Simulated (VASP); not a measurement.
**GaN in VASP: one cell, several levels of theory**

GaN in the rocksalt structure, under +1.2 % strain along [111] alone is computed at one geometry. Runs: PBE, r2SCAN. The results are then set beside those of Ansatz 0.2.0 for the same cell. This is a trial cell built on a prototype, not taken from a measured structure, and it needn't be the compound's ground state.

Program: VASP 6.6.1. PAW datasets, plane waves. The cell comes from a prototype generator: it can be a known phase or a hypothetical one. Spin polarisation is off.

**1. Starting point**

The cell comes from an earlier relaxation with r2SCAN in another program, then strained, with the atoms relaxed again.

It is trigonal, R-3m (No. 166); a = 2.982 Å, c = 7.393 Å in the conventional setting, 9.49 Å³ an atom. Ga has 6 N at 2.12 Å; N has 6 Ga at 2.12 Å.

Coordinates:

Space group R-3m:H (No. 166). a = 2.982 Å, b = 2.982 Å, c = 7.393 Å, α = 90.00°, β = 90.00°, γ = 120.00°
```json
{"atom": "Ga", "site": "3a", "symmetry": "-3m", "x": "0.0000", "y": "0.0000", "z": "0.0000"}
{"atom": "N", "site": "3b", "symmetry": "-3m", "x": "0.6667", "y": "0.3333", "z": "0.8333"}
```

**2. Single point with PBE**

INCAR reads:

```
ENCUT = 520.000000
SIGMA = 0.020000
EDIFF = 1.00e-07
GGA = PE
PREC = Accurate
IBRION = -1
ISIF = 2
ISMEAR = -1
NBANDS = 16
NELM = 120
NSW = 0
LASPH = .TRUE.
LCHARG = .FALSE.
LWAVE = .FALSE.
LREAL = .FALSE.
```

KPOINTS reads:

```
KPOINTS created by Atomic Simulation Environment
0
Gamma
10 10 10
0 0 0
```

KPOINTS_OPT reads:

```
special points
7
Reciprocal
0.0000000000 0.0000000000 0.0000000000 1
0.5000000000 0.0000000000 0.5000000000 1
0.6250000000 0.2500000000 0.6250000000 1
0.3750000000 0.3750000000 0.7500000000 1
0.5000000000 0.5000000000 0.5000000000 1
0.5000000000 0.2500000000 0.7500000000 1
0.1875000000 0.1875000000 0.3750000000 1
```

POSCAR reads:

```
Ga N
 1.0000000000000000
     0.0171492587000000    2.1256646741999998    2.1256646741999998
     2.1256646741999998    0.0171492587000000    2.1256646741999998
     2.1256646741999998    2.1256646741999998    0.0171492587000000
 Ga  N
   1   1
Cartesian
  0.0000000000000000  0.0000000000000000  0.0000000000000000
  2.1342393035500002  2.1342393035500002  2.1342393035500002
```

The run uses the recommended PBE PAW datasets (18 valence electrons a neutral cell).

The run is started by

```
$ mpirun -np 1 vasp_std
```

Standard output, without the iteration lines:

```text
POSCAR found type information on POSCAR GaN
 POSCAR found :  2 types and       2 ions
 LDA part: xc-table for (Slater+PW92), standard interpolation
 POSCAR, INCAR and KPOINTS ok, starting setup
 FFT: planning ... GRIDC
 FFT: planning ... GRID_SOFT
 FFT: planning ... GRID
 WAVECAR not read
 entering main loop
 Start KPOINTS_OPT (optional k-point list driver)
k-point batch [1-7\7]
```

OSZICAR:

```text
N       E                     dE             d eps       ncg     rms          rms(c)
DAV:   1     0.736387209379E+02    0.73639E+02   -0.93836E+03  4296   0.210E+03
DAV:   2    -0.865079432782E+01   -0.82290E+02   -0.76811E+02  4296   0.321E+02
DAV:   3    -0.129750087057E+02   -0.43242E+01   -0.43124E+01  4272   0.634E+01
DAV:   4    -0.130121370688E+02   -0.37128E-01   -0.37126E-01  4624   0.619E+00
DAV:   5    -0.130125760821E+02   -0.43901E-03   -0.43901E-03  4312   0.609E-01    0.733E+00
DAV:   6    -0.112162893375E+02    0.17963E+01   -0.43631E+00  5352   0.396E+01    0.239E+00
DAV:   7    -0.112086729263E+02    0.76164E-02   -0.23097E-01  4520   0.525E+00    0.157E+00
DAV:   8    -0.111956788626E+02    0.12994E-01   -0.33049E-02  4128   0.213E+00    0.535E-01
DAV:   9    -0.111937841196E+02    0.18947E-02   -0.68565E-03  4544   0.190E+00    0.118E-01
DAV:  10    -0.111937927050E+02   -0.85854E-05   -0.60880E-04  4312   0.303E-01    0.233E-02
DAV:  11    -0.111937856405E+02    0.70645E-05   -0.44690E-05  4608   0.732E-02    0.104E-02
DAV:  12    -0.111937873124E+02   -0.16719E-05   -0.27015E-06  4520   0.290E-02    0.375E-03
DAV:  13    -0.111937872254E+02    0.87039E-07   -0.21816E-07  3984   0.451E-03
   1 F= -.11193787E+02 E0= -.11193787E+02  d E =-.819704E-08
       N       E                     dE             ncg
DAV:   1     0.319874046275E+04   -0.45744E+04      264
DAV:   2     0.265625208887E+04   -0.54249E+03      272
DAV:   3     0.262924830746E+04   -0.27004E+02      256
DAV:   4     0.262900376131E+04   -0.24455E+00      288
DAV:   5     0.262900000664E+04   -0.37547E-02      272
DAV:   6     0.262899992661E+04   -0.80030E-04      288
DAV:   7     0.262899992430E+04   -0.23140E-05      280
DAV:   8     0.262899992420E+04   -0.97698E-07      216
```

The lines after F= are the extra pass for the points of KPOINTS_OPT, at fixed density; their E is not a total energy.

OUTCAR, selected sections:

```text
k-points           NKPTS =    116   k-points in BZ     NKDIM =    116   number of bands    NBANDS=     16

   NELECT =      18.0000    total number of electrons

   dimension x,y,z NGX =    24 NGY =   24 NGZ =   24
   dimension x,y,z NGXF=    48 NGYF=   48 NGZF=   48

  energy-cutoff  :      520.00
  volume of cell :       18.98
      direct lattice vectors                 reciprocal lattice vectors
     0.017149259  2.125664674  2.125664674    -0.238086391  0.236180950  0.236180950
     2.125664674  0.017149259  2.125664674     0.236180950 -0.238086391  0.236180950
     2.125664674  2.125664674  0.017149259     0.236180950  0.236180950 -0.238086391

 k-points in reciprocal lattice and weights: KPOINTS created by Atomic Simulation Env
   0.00000000  0.00000000  0.00000000       0.001
   0.10000000 -0.00000000 -0.00000000       0.006
   0.20000000 -0.00000000 -0.00000000       0.006
   0.30000000  0.00000000 -0.00000000       0.006
   0.40000000 -0.00000000 -0.00000000       0.006
   0.50000000 -0.00000000 -0.00000000       0.003
   0.10000000  0.10000000  0.00000000       0.006
   0.20000000  0.10000000  0.00000000       0.012
[... 108 more k-points ...]

 E-fermi :   8.1284

 k-point     1 :       0.0000    0.0000    0.0000
  band No.  band energies     occupation
      1      -9.4173      2.00000
      2      -6.1628      2.00000
      3      -6.1591      2.00000
      4      -6.1591      2.00000
      5      -6.0659      2.00000
      6      -6.0659      2.00000
      7       7.2225      2.00000
      8       7.3796      2.00000
      9       7.3796      2.00000
     10      10.0039      0.00000
     11      22.2871      0.00000
     12      22.6474      0.00000
     13      22.6474      0.00000
     14      23.4698      0.00000
     15      23.6030      0.00000
     16      23.6030      0.00000

 k-point     2 :       0.1000   -0.0000   -0.0000
  band No.  band energies     occupation
      1      -9.2226      2.00000
      2      -6.1672      2.00000
      3      -6.1538      2.00000
      4      -6.1461      2.00000
      5      -6.0809      2.00000
      6      -6.0781      2.00000
      7       6.1699      2.00000
      8       7.2658      2.00000
      9       7.3972      2.00000
     10      10.9749      0.00000
     11      20.1414      0.00000
     12      21.6011      0.00000
     13      21.7425      0.00000
     14      23.4543      0.00000
     15      23.6231      0.00000
     16      23.8538      0.00000

 k-point     3 :       0.2000   -0.0000   -0.0000
  band No.  band energies     occupation
      1      -8.6589      2.00000
      2      -6.1894      2.00000
      3      -6.1761      2.00000
      4      -6.1642      2.00000
      5      -6.0674      2.00000
      6      -6.0622      2.00000
      7       4.1457      2.00000
      8       7.3376      2.00000
      9       7.4526      2.00000
     10      12.2392      0.00000
     11      18.0627      0.00000
     12      19.8569      0.00000
     13      19.9484      0.00000
     14      23.2299      0.00000
     15      24.6315      0.00000
     16      24.9738      0.00000

 k-point     4 :       0.3000    0.0000   -0.0000
  band No.  band energies     occupation
      1      -7.8044      2.00000
      2      -6.2469      2.00000
      3      -6.2287      2.00000
      4      -6.2093      2.00000
      5      -6.0071      2.00000
      6      -6.0053      2.00000
      7       2.0858      2.00000
      8       7.4499      2.00000
      9       7.5419      2.00000
     10      12.7620      0.00000
     11      17.1518      0.00000
     12      18.2519      0.00000
     13      18.3468      0.00000
     14      23.2982      0.00000
     15      26.4321      0.00000
     16      26.8104      0.00000

 k-point     5 :       0.4000   -0.0000   -0.0000
  band No.  band energies     occupation
      1      -6.8725      2.00000
      2      -6.3035      2.00000
      3      -6.2836      2.00000
      4      -6.2343      2.00000
      5      -5.9548      2.00000
      6      -5.9545      2.00000
      7       0.3787      2.00000
      8       7.5620      2.00000
      9       7.6339      2.00000
     10      12.5978      0.00000
     11      17.1011      0.00000
     12      17.1787      0.00000
     13      17.2782      0.00000
     14      23.7725      0.00000
     15      28.7713      0.00000
     16      29.1751      0.00000

[... the tables of k-points 6 to 116 left out ...]

  Total        0.7281224      0.7281224      0.7281224     -0.2055920     -0.2055920     -0.2055920
  in kB       61.4735493     61.4735493     61.4735493    -17.3576177    -17.3576177    -17.3576177
  external PRESSURE =      61.4735493 kB  Pullay stress =       0.0000000 kB

 POSITION                                       TOTAL-FORCE (eV/Angst)
 -----------------------------------------------------------------------------------
      0.00000      0.00000      0.00000        -0.000000      0.000000     -0.000000
      2.13424      2.13424      2.13424         0.000000     -0.000000      0.000000
 -----------------------------------------------------------------------------------
    total drift:                                0.000000     -0.000000     -0.000000

  FREE ENERGIE OF THE ION-ELECTRON SYSTEM (eV)
  ---------------------------------------------------
  free  energy   TOTEN  =       -11.1937872254 eV

  energy  without entropy=      -11.1937872172  energy(sigma->0) =      -11.19378722
```

Hardware: 1 MPI rank of Intel Xeon Platinum 8488C, shared host.

The levels at the points of KPOINTS_OPT are read from vasprun.xml.

Near the gap, in eV above the top of the last filled band v; c is the band after it:

| point | v−1 | v | c | c+1 |
| --- | --- | --- | --- | --- |
| Γ | -0.49 | -0.49 | 2.13 | 14.42 |
| X | -3.13 | -2.98 | 0.52 | 7.79 |
| U | -5.79 | -2.08 | 3.17 | 8.88 |
| K | -5.79 | -2.08 | 3.17 | 8.88 |
| L | -0.15 | -0.15 | 4.78 | 9.20 |
| W | -5.34 | -4.64 | 5.03 | 9.77 |

Gap with PBE: 0.52 eV, valence top at (0.19, 0.19, 0.38), conduction bottom at X. Least direct gap: 2.62 eV. Pressure: 6.15 GPa; the forces vanish within 0.01 eV/Å.

**3. r2SCAN**

INCAR reads:

```
ENCUT = 520.000000
SIGMA = 0.010000
EDIFF = 1.00e-07
ALGO = Normal
METAGGA = R2SCAN
PREC = Accurate
IBRION = -1
ISIF = 2
ISMEAR = 0
NBANDS = 16
NELM = 120
NSW = 0
LASPH = .TRUE.
LCHARG = .FALSE.
LWAVE = .FALSE.
LREAL = .FALSE.
```

KPOINTS is that of step 2.

KPOINTS_OPT is that of step 2.

POSCAR is that of step 2.

The run is started by

```
$ mpirun -np 1 vasp_std
```

Printed to the terminal (iteration lines stand in OSZICAR):

```text
POSCAR found type information on POSCAR GaN
 POSCAR found :  2 types and       2 ions
 -----------------------------------------------------------------------------
|                                                                             |
|                                                                             |
|     You enforced a specific xc type in the INCAR file but a different       |
|     I HOPE YOU KNOW WHAT YOU ARE DOING!                                     |
|                                                                             |
 -----------------------------------------------------------------------------

 LDA part: xc-table for (None), standard interpolation
 POSCAR, INCAR and KPOINTS ok, starting setup
 FFT: planning ... GRIDC
 FFT: planning ... GRID_SOFT
 FFT: planning ... GRID
 WAVECAR not read
 entering main loop
 Start KPOINTS_OPT (optional k-point list driver)
k-point batch [1-7\7]
```

OSZICAR:

```text
N       E                     dE             d eps       ncg     rms          rms(c)
DAV:   1     0.631474105081E+02    0.63147E+02   -0.96083E+03  4296   0.215E+03
DAV:   2    -0.210257188342E+02   -0.84173E+02   -0.78666E+02  4280   0.330E+02
DAV:   3    -0.255409110897E+02   -0.45152E+01   -0.45026E+01  4280   0.658E+01
DAV:   4    -0.255805620649E+02   -0.39651E-01   -0.39648E-01  4704   0.647E+00
DAV:   5    -0.255810320154E+02   -0.46995E-03   -0.46995E-03  4304   0.637E-01    0.684E+00
DAV:   6    -0.209194223400E+02    0.46616E+01   -0.31673E+00  5240   0.407E+01    0.234E+00
DAV:   7    -0.209638374718E+02   -0.44415E-01   -0.39805E-01  4536   0.599E+00    0.161E+00
DAV:   8    -0.209743438511E+02   -0.10506E-01   -0.28407E-02  4496   0.391E+00    0.195E-01
DAV:   9    -0.209731894156E+02    0.11544E-02   -0.70860E-03  5256   0.246E+00    0.833E-02
DAV:  10    -0.209732569544E+02   -0.67539E-04   -0.62126E-04  4320   0.239E-01    0.759E-02
DAV:  11    -0.209732552613E+02    0.16932E-05   -0.19481E-04  4264   0.137E-01    0.490E-02
DAV:  12    -0.209732403332E+02    0.14928E-04   -0.32414E-05  4832   0.691E-02    0.347E-02
DAV:  13    -0.209732312665E+02    0.90667E-05   -0.53374E-07  4696   0.140E-02    0.244E-02
DAV:  14    -0.209732310087E+02    0.25773E-06   -0.34705E-06  5000   0.315E-02    0.109E-02
DAV:  15    -0.209732311936E+02   -0.18486E-06   -0.15669E-06  5064   0.158E-02    0.416E-03
DAV:  16    -0.209732310685E+02    0.12506E-06   -0.13875E-07  2944   0.360E-03    0.341E-03
DAV:  17    -0.209732309714E+02    0.97159E-07   -0.20391E-07  3536   0.774E-03
   1 F= -.20973231E+02 E0= -.20973231E+02  d E =-.371228E-29
       N       E                     dE             ncg
DAV:   1     0.314714239878E+04   -0.46260E+04      264
DAV:   2     0.258577084323E+04   -0.56137E+03      264
DAV:   3     0.255693115760E+04   -0.28840E+02      240
DAV:   4     0.255665474185E+04   -0.27642E+00      312
DAV:   5     0.255665115737E+04   -0.35845E-02      264
DAV:   6     0.255665108236E+04   -0.75009E-04      288
DAV:   7     0.255665107950E+04   -0.28629E-05      256
DAV:   8     0.255665107936E+04   -0.13577E-06      264
DAV:   9     0.255665107936E+04   -0.61473E-08      176
```

Parts of OUTCAR:

```text
k-points           NKPTS =    116   k-points in BZ     NKDIM =    116   number of bands    NBANDS=     16

   NELECT =      18.0000    total number of electrons

   dimension x,y,z NGX =    24 NGY =   24 NGZ =   24
   dimension x,y,z NGXF=    48 NGYF=   48 NGZF=   48

  energy-cutoff  :      520.00
  volume of cell :       18.98
      direct lattice vectors                 reciprocal lattice vectors
     0.017149259  2.125664674  2.125664674    -0.238086391  0.236180950  0.236180950
     2.125664674  0.017149259  2.125664674     0.236180950 -0.238086391  0.236180950
     2.125664674  2.125664674  0.017149259     0.236180950  0.236180950 -0.238086391

 k-points in reciprocal lattice and weights: KPOINTS created by Atomic Simulation Env
   0.00000000  0.00000000  0.00000000       0.001
   0.10000000 -0.00000000 -0.00000000       0.006
   0.20000000 -0.00000000 -0.00000000       0.006
   0.30000000  0.00000000 -0.00000000       0.006
   0.40000000 -0.00000000 -0.00000000       0.006
   0.50000000 -0.00000000 -0.00000000       0.003
   0.10000000  0.10000000  0.00000000       0.006
   0.20000000  0.10000000  0.00000000       0.012
[... 108 more k-points ...]

 E-fermi :   7.6767

 k-point     1 :       0.0000    0.0000    0.0000
  band No.  band energies     occupation
      1     -10.4177      2.00000
      2      -6.8003      2.00000
      3      -6.7974      2.00000
      4      -6.7974      2.00000
      5      -6.7293      2.00000
      6      -6.7293      2.00000
      7       6.9692      2.00000
      8       7.1295      2.00000
      9       7.1295      2.00000
     10      10.3189      0.00000
     11      22.7735      0.00000
     12      23.1384      0.00000
     13      23.1384      0.00000
     14      24.3252      0.00000
     15      24.4555      0.00000
     16      24.4555      0.00000

 k-point     2 :       0.1000   -0.0000   -0.0000
  band No.  band energies     occupation
      1     -10.2219      2.00000
      2      -6.8055      2.00000
      3      -6.7940      2.00000
      4      -6.7850      2.00000
      5      -6.7452      2.00000
      6      -6.7402      2.00000
      7       5.9312      2.00000
      8       7.0138      2.00000
      9       7.1477      2.00000
     10      11.2815      0.00000
     11      20.7356      0.00000
     12      22.2097      0.00000
     13      22.3624      0.00000
     14      24.1935      0.00000
     15      24.3594      0.00000
     16      24.4825      0.00000

 k-point     3 :       0.2000   -0.0000   -0.0000
  band No.  band energies     occupation
      1      -9.6560      2.00000
      2      -6.8390      2.00000
      3      -6.8220      2.00000
      4      -6.8216      2.00000
      5      -6.7170      2.00000
      6      -6.7120      2.00000
      7       3.8525      2.00000
      8       7.0879      2.00000
      9       7.2046      2.00000
     10      12.6074      0.00000
     11      18.6573      0.00000
     12      20.4395      0.00000
     13      20.5293      0.00000
     14      24.0380      0.00000
     15      25.2230      0.00000
     16      25.5717      0.00000

 k-point     4 :       0.3000    0.0000   -0.0000
  band No.  band energies     occupation
      1      -8.8020      2.00000
      2      -6.9113      2.00000
      3      -6.8934      2.00000
      4      -6.8544      2.00000
      5      -6.6543      2.00000
      6      -6.6524      2.00000
      7       1.7422      2.00000
      8       7.2023      2.00000
      9       7.2952      2.00000
     10      13.1778      0.00000
     11      17.7714      0.00000
     12      18.7746      0.00000
     13      18.8674      0.00000
     14      24.1037      0.00000
     15      27.0913      0.00000
     16      27.4794      0.00000

 k-point     5 :       0.4000   -0.0000   -0.0000
  band No.  band energies     occupation
      1      -7.8704      2.00000
      2      -6.9723      2.00000
      3      -6.9520      2.00000
      4      -6.9061      2.00000
      5      -6.6020      2.00000
      6      -6.6020      2.00000
      7       0.0259      2.00000
      8       7.3155      2.00000
      9       7.3877      2.00000
     10      13.0247      0.00000
     11      17.6500      0.00000
     12      17.7609      0.00000
     13      17.7685      0.00000
     14      24.6245      0.00000
     15      29.5595      0.00000
     16      29.9767      0.00000

[... the tables of k-points 6 to 116 left out ...]

  Total       -0.1885603     -0.1885603     -0.1885603     -0.2262090     -0.2262090     -0.2262090
  in kB      -15.9196753    -15.9196753    -15.9196753    -19.0982584    -19.0982584    -19.0982584
  external PRESSURE =     -15.9196753 kB  Pullay stress =       0.0000000 kB

 POSITION                                       TOTAL-FORCE (eV/Angst)
 -----------------------------------------------------------------------------------
      0.00000      0.00000      0.00000         0.000000      0.000000      0.000000
      2.13424      2.13424      2.13424        -0.000000      0.000000     -0.000000
 -----------------------------------------------------------------------------------
    total drift:                                0.000000     -0.000000     -0.000000

  FREE ENERGIE OF THE ION-ELECTRON SYSTEM (eV)
  ---------------------------------------------------
  free  energy   TOTEN  =       -20.9732309714 eV

  energy  without entropy=      -20.9732309714  energy(sigma->0) =      -20.97323097
```

Hardware: 1 MPI rank of Intel Xeon Platinum 8488C, shared host.

The levels at the points of KPOINTS_OPT are read from vasprun.xml.

Band energies at the special points (eV, zero at the top of v, the last band that the electrons fill by count):

| point | v−1 | v | c | c+1 |
| --- | --- | --- | --- | --- |
| Γ | -0.50 | -0.50 | 2.69 | 15.14 |
| X | -3.21 | -3.06 | 1.03 | 8.46 |
| U | -5.83 | -2.13 | 3.72 | 9.67 |
| K | -5.83 | -2.13 | 3.72 | 9.67 |
| L | -0.16 | -0.16 | 5.46 | 9.92 |
| W | -5.43 | -4.61 | 5.59 | 10.58 |

r2SCAN gives an indirect gap of 1.03 eV, from (0.19, 0.19, 0.38) to X; the least direct gap is 3.19 eV. Pressure: -1.59 GPa; the forces vanish within 0.01 eV/Å.

**4. Summary**

```
 level  gap (eV)  pressure (GPa)  Ansatz: gap (eV)  Ansatz: pressure (GPa)
   PBE      0.52            6.15              0.53                    5.33
r2SCAN      1.03           -1.59              1.05                   -2.88
```

What this shows: The gap spans 0.52 eV (PBE) to 1.03 eV (r2SCAN). At this one volume the pressure spans -1.6 GPa (r2SCAN) to 6.1 GPa (PBE): PBE wants the largest cell and r2SCAN the smallest. The two programs agree on the gap within 0.03 eV, far less than the spread between functionals. Datasets and cutoffs are each program's own.
